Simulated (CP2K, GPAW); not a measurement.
This is a calculation of Ca for GPAW 26.7.0 (ASE script). This isn't the form of Ca at room conditions, which is fcc.

The input run.py:

```python
from ase.dft.bandgap import bandgap
from ase.io import read, write
from ase.units import GPa
from gpaw import GPAW, PW

atoms = read('Ca.xyz')

calc = GPAW(mode=PW(600),
            xc='LDA',
            kpts={'size': (9, 9, 9), 'gamma': True},
            occupations={'name': 'methfessel-paxton', 'order': 0, 'width': 0.1},
            nbands=12,
            convergence={'density': 1e-05, 'energy': 1e-05},
            maxiter=150,
            txt='gpaw.txt')
atoms.calc = calc
energy = atoms.get_potential_energy()
forces = atoms.get_forces()
stress = atoms.get_stress()
calc.write('gs.gpw')
write('result.traj', atoms)
print(f'Energy: {energy:.6f} eV')
print('Forces (eV/A):')
print(forces.round(4))
print('Stress (GPa):', (stress / GPa).round(3))
print('Fermi level:', round(calc.get_fermi_level(), 4), 'eV')
print(f'Gap: {bandgap(calc)[0]:.4f} eV, direct: {bandgap(calc, direct=True)[0]:.4f} eV')
```

Contents of Ca.xyz:

```xyz
1
Lattice="3.8142859900 0.0000000000 0.0000000000 -1.2854141234 3.5911680753 0.0000000000 -1.2644359330 -1.7955840373 3.1186306851" Properties=species:S:1:pos:R:3 pbc="T T T"
Ca     1.2644359333      1.7955840376      0.0000000000
```

Potentials or basis: the program's PAW data sets (release 1.2.1) made for this functional, pw.

Command:

```console
$ OMP_NUM_THREADS=1 python run.py
```

Question: Set up the same calculation for CP2K 2026.2. Potentials or basis there: GTH_POTENTIALS Ca GTH-PADE-q10; TZVP-MOLOPT-PBE-GTH basis.

Answer: As run (cutoffs and basis follow the program's own potentials, and thresholds, step limits or extra output files can differ):

Contents of ca_scf.inp:

```
&GLOBAL
  PROJECT ca_scf
  RUN_TYPE ENERGY_FORCE
  PRINT_LEVEL LOW
&END GLOBAL
&FORCE_EVAL
  METHOD QS
  STRESS_TENSOR ANALYTICAL
  &DFT
    BASIS_SET_FILE_NAME BASIS_MOLOPT_UZH
    POTENTIAL_FILE_NAME GTH_POTENTIALS
    &MGRID
      CUTOFF 450
      REL_CUTOFF 60
      NGRIDS 4
    &END MGRID
    &QS
      METHOD GPW
      EPS_DEFAULT 1.0E-10
    &END QS
    &KPOINTS
      SCHEME MONKHORST-PACK 9 9 9
      GAMMA_CENTERED T
      SYMMETRY T
      SYMMETRY_BACKEND SPGLIB
    &END KPOINTS
    &SCF
      SCF_GUESS ATOMIC
      EPS_SCF 1.0E-6
      MAX_SCF 100
      ADDED_MOS 8
      CHOLESKY OFF
      EPS_EIGVAL 1.0E-7
      &DIAGONALIZATION ON
        ALGORITHM STANDARD
      &END DIAGONALIZATION
      &MIXING ON
        METHOD BROYDEN_MIXING
        ALPHA 0.4
        BETA 1.5
        NBUFFER 8
      &END MIXING
      &SMEAR ON
        METHOD GAUSSIAN
        SIGMA [eV] 0.1
      &END SMEAR
    &END SCF
    &XC
      &XC_FUNCTIONAL
        &LDA_X
        &END LDA_X
        &LDA_C_PW
        &END LDA_C_PW
      &END XC_FUNCTIONAL
    &END XC
    &PRINT
      &KPOINTS ON
      &END KPOINTS
      &MULLIKEN ON
      &END MULLIKEN
      &MO ON
        ENERGIES T
        OCCUPATION_NUMBERS T
        &EACH
          QS_SCF 0
        &END EACH
        ADD_LAST NUMERIC
      &END MO
    &END PRINT
  &END DFT
  &SUBSYS
    &CELL
      A 3.8142859900 0.0000000000 0.0000000000
      B -1.2854141234 3.5911680753 0.0000000000
      C -1.2644359330 -1.7955840373 3.1186306851
      PERIODIC XYZ
    &END CELL
    &COORD
      SCALED
      Ca  0.5000000000 0.5000000000 0.0000000000
    &END COORD
    &KIND Ca
      BASIS_SET TZVP-MOLOPT-PBE-GTH-q10
      POTENTIAL GTH-PADE-q10
    &END KIND
    &PRINT
      &ATOMIC_COORDINATES ON
      &END ATOMIC_COORDINATES
      &CELL ON
      &END CELL
    &END PRINT
  &END SUBSYS
  &PRINT
    &FORCES ON
    &END FORCES
    &STRESS_TENSOR ON
    &END STRESS_TENSOR
  &END PRINT
&END FORCE_EVAL
```

Potentials or basis: GTH_POTENTIALS Ca GTH-PADE-q10; TZVP-MOLOPT-PBE-GTH basis.

Command:

```console
$ OMP_NUM_THREADS=1 cp2k.psmp -i ca_scf.inp -o ca_scf.out
```

Both were run:

|  | GPAW | CP2K |
| --- | --- | --- |
| Pressure | -1.8 GPa | -1.7 GPa |

The two programs' LDA may be different fits to the electron gas.

Pressure is positive in compression.
